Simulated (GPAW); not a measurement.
## ZrB2 in GPAW: convergence with k mesh

Input of the first run (k mesh 3 × 3 × 2); the others differ in this setting and in those tied to it:

File run.py:

```python
import json
import numpy as np
from ase import Atoms
from ase.constraints import FixSymmetry
from ase.io import read, write
from ase.optimize import BFGS
from phonopy import Phonopy
from phonopy.structure.atoms import PhonopyAtoms
from gpaw import GPAW, PW

atoms = read('ZrB2.cif')

calc = GPAW(mode=PW(600),
            xc={'name': 'vdW-DF2', 'backend': 'libvdwxc'},
            kpts={'size': (3, 3, 2), 'gamma': True},
            occupations={'name': 'fermi-dirac', 'width': 0.05},
            nbands=20,
            convergence={'density': 1e-06, 'eigenstates': 1e-09},
            maxiter=150,
            txt='gpaw.txt')
atoms.calc = calc
atoms.set_constraint(FixSymmetry(atoms))
BFGS(atoms, trajectory='relax.traj', logfile='-').run(fmax=0.005, steps=40)
atoms.set_constraint()
energy = atoms.get_potential_energy()
forces = atoms.get_forces()
calc.write('gs.gpw')
write('result.traj', atoms)
print('Cell:', atoms.cell.cellpar().round(4))
print(atoms.get_scaled_positions().round(5))

def force_constants(scale):
    unit = PhonopyAtoms(symbols=atoms.get_chemical_symbols(), cell=atoms.cell[:] * scale**(1 / 3),
                        scaled_positions=atoms.get_scaled_positions())
    ph = Phonopy(unit, supercell_matrix=np.diag([1, 1, 1]), primitive_matrix=np.eye(3), symprec=1e-4)
    ph.generate_displacements(distance=0.01)
    forces = []
    for i, sc in enumerate(ph.supercells_with_displacements):
        a = Atoms(sc.symbols, cell=sc.cell, scaled_positions=sc.scaled_positions, pbc=True)
        c = GPAW(mode=PW(600),
                 xc={'name': 'vdW-DF2', 'backend': 'libvdwxc'},
                 kpts={'size': (3, 3, 2), 'gamma': True},
                 occupations={'name': 'fermi-dirac', 'width': 0.05},
                 nbands=20,
                 convergence={'density': 1e-06, 'eigenstates': 1e-09},
                 maxiter=150,
                 txt=f'disp-{scale:.3f}-{i:02d}.txt')
        a.calc = c
        f = a.get_forces()
        forces.append(f - f.mean(axis=0))
        print(f'displacement {i}: drift', f.mean(axis=0).round(5), flush=True)
    ph.forces = forces
    ph.produce_force_constants()
    ph.symmetrize_force_constants()
    return ph

qpoints = [[0.0, 0.0, 0.0]]
results = {}
for scale in [1.0]:
    ph = force_constants(scale)
    ph.run_qpoints(qpoints)
    nu = ph.qpoints.frequencies * 33.35641  # THz to cm^-1
    results[f'{scale:.3f}'] = nu.tolist()
    for qp, f in zip(qpoints, nu):
        print(scale, np.round(qp, 4), f.round(2))
json.dump(results, open('phonons.json', 'w'))
```

ZrB2.cif

```cif
data_ZrB2
_cell_length_a 3.17000000
_cell_length_b 3.17000000
_cell_length_c 3.53300000
_cell_angle_alpha 90.00000000
_cell_angle_beta 90.00000000
_cell_angle_gamma 120.00000000
_space_group_name_H-M_alt 'P1'
_space_group_name_Hall 'P 1'
_space_group_IT_number 1
loop_
_space_group_symop_operation_xyz
'x,y,z'
loop_
_atom_site_label
_atom_site_type_symbol
_atom_site_symmetry_multiplicity
_atom_site_Wyckoff_symbol
_atom_site_fract_x
_atom_site_fract_y
_atom_site_fract_z
_atom_site_occupancy
Zr1 Zr 1 a 0.0000000000 0.0000000000 0.0000000000 1
B1 B 1 a 0.6666666667 0.3333333333 0.5000000000 1
B2 B 1 a 0.3333333333 0.6666666667 0.5000000000 1
```

Potentials or basis: GPAW PAW data sets (gpaw-data 1.2.1), pw.

The run is started by

```bash
$ OMP_NUM_THREADS=1 python run.py
```

Hardware: 1 thread of Arm Neoverse V2 (shared host).

| k mesh | energy less the tightest run, at zero smearing (meV/atom) | highest phonon frequency (cm⁻¹) | SCF cycles | CPU time (s) | peak memory (GiB) |
| --- | --- | --- | --- | --- | --- |
| 3 × 3 × 2 | -23.36 | 552 | 12 | 14 | 0.22 |
| 4 × 4 × 3 | 10.98 | 738 | 11 | 23 | 0.24 |
| 5 × 5 × 4 | 6.49 | 775 | 11 | 38 | 0.26 |
| 6 × 6 × 5 | 12.91 | 706 | 12 | 61 | 0.29 |
| 7 × 7 × 6 | 0.00 | 723 | 11 | 93 | 0.29 |

Not settled before the last step: the energy (to 1 meV/atom), the highest phonon frequency (to 2 cm⁻¹). Meshes of other sizes hit other points, so gaps and Fermi surfaces needn't settle smoothly. The tightest run that finished is the yardstick and may itself not be fully converged.
